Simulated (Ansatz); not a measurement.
## Notes on a calculation: KCl

Method: PBE, scalar-relativistic; no spin polarisation; PAW, 420 eV, 10×10×10 k-mesh, Gaussian smearing of 0.05 eV; code Ansatz. The datasets are Ansatz's generated set soft_2.

The chain of runs began from a cell as deposited in COD, expanded in volume.

The start:

```
CELL_PARAMETERS angstrom
3.64607 0.00000 0.00000
0.00000 3.64607 0.00000
0.00000 0.00000 3.64607
ATOMIC_POSITIONS crystal
K 0.00000 0.00000 0.00000
Cl 0.50000 0.50000 0.50000
```

The first steps of the search for zero pressure:

```csv
run,level,k-mesh,kind,V (Å³/atom),P (GPa),gap on the mesh (eV)
1,PBE,10×10×10,fixed cell,24.24,4.1,5.53
2,PBE,10×10×10,fixed cell,24.90,3.2,5.39
```

**Question.** At which volume does PBE reach zero pressure?

**Answer.** 28.21 Å³/atom, about 16.4 % over the start.

The steps that followed:

```csv
run,level,k-mesh,kind,V (Å³/atom),P (GPa),E − E(final) (meV/atom),gap on the mesh (eV)
3,PBE,10×10×10,fixed cell,27.88,0.2,0.2,4.86
4,PBE,10×10×10,fixed cell,28.21,0.0,0.0,4.81
```

Cell and atoms are those of this level's equilibrium.

The final structure (symmetry read at 0.01 Å). Symmetry: Pm-3m, No. 221, cubic system. Conventional cell: a = 3.835 Å, b = 3.835 Å, c = 3.835 Å, α = 90.00°, β = 90.00°, γ = 90.00°. K (site symmetry m-3m) has 8 Cl at 3.32 Å as nearest neighbours. Cl (site symmetry m-3m) is surrounded by 8 K at 3.32 Å. (Shells end 15 % past the nearest neighbour.)

At the final geometry the gap, band path included, is 4.81 eV. The equation of state gives B0 = 18.7 GPa and B0′ = 4.8. Against the elements' standard states, run alike and uncorrected, the formation energy is -1.92 eV/atom. 

**What lies behind the numbers.**

Within 0.6 eV of the edges the projected states are 99 % Cl 3p at the top of the valence band and 78 % K 4s at the bottom of the conduction band. The lowest excitation takes an electron from Cl back to K, as in ionic insulators.

Bader charges against formal ones: K +0.84 (+1), Cl −0.84 (−1). The cations give up 84 % of the formal charge; Bader charges stay under formal ones because the anions' density reaches into the cations' basins, though a share this high marks a strongly ionic bond.

Semilocal functionals underestimate band gaps, commonly by a third or more.
